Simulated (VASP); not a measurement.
Input of a VASP 6.6.1 run:

File INCAR:

```
ALGO = Normal
EDIFF = 1E-6
ENCUT = 520
GGA = PE
ISIF = 2
ISMEAR = 0
ISPIN = 2
LASPH = T
LCHARG = F
LMAXMIX = 4
LORBIT = 11
LREAL = F
LWAVE = F
MAGMOM = 2 2 2 2
NBANDS = 38
NELM = 150
PREC = Accurate
SIGMA = 0.1
```

The input KPOINTS:

```
k-points
0
Gamma
  9 9 2
```

POSCAR

```
V
1.0
    2.7700550873      0.0000000000      0.0000000000
   -1.3850275436      2.3989380755      0.0000000000
    0.0000000000      0.0000000000      8.9339743902
V
4
Direct
    0.0000000000      0.0000000000      0.0000000000
    0.0000000000      0.0000000000      0.5000000000
    0.3333333333      0.6666666667      0.7500000000
    0.6666666667      0.3333333333      0.2500000000
```

Potentials or basis: VASP PAW PBE potentials, release 64 (V_sv).

The run is started by

```sh
$ cat potpaw_PBE.64/V_sv/POTCAR > POTCAR
$ mpirun -np 1 vasp_std > vasp.out
```

Question: Estimate the pressure.

Answer: -10.5 GPa.

Question: What does it give for the band gap on the k mesh?

Answer: None (metal or under the smearing width).

Stress tensor (GPa, compression positive):
```
-11.94   0.00   0.00
  0.00 -11.94   0.00
  0.00   0.00  -7.58
```
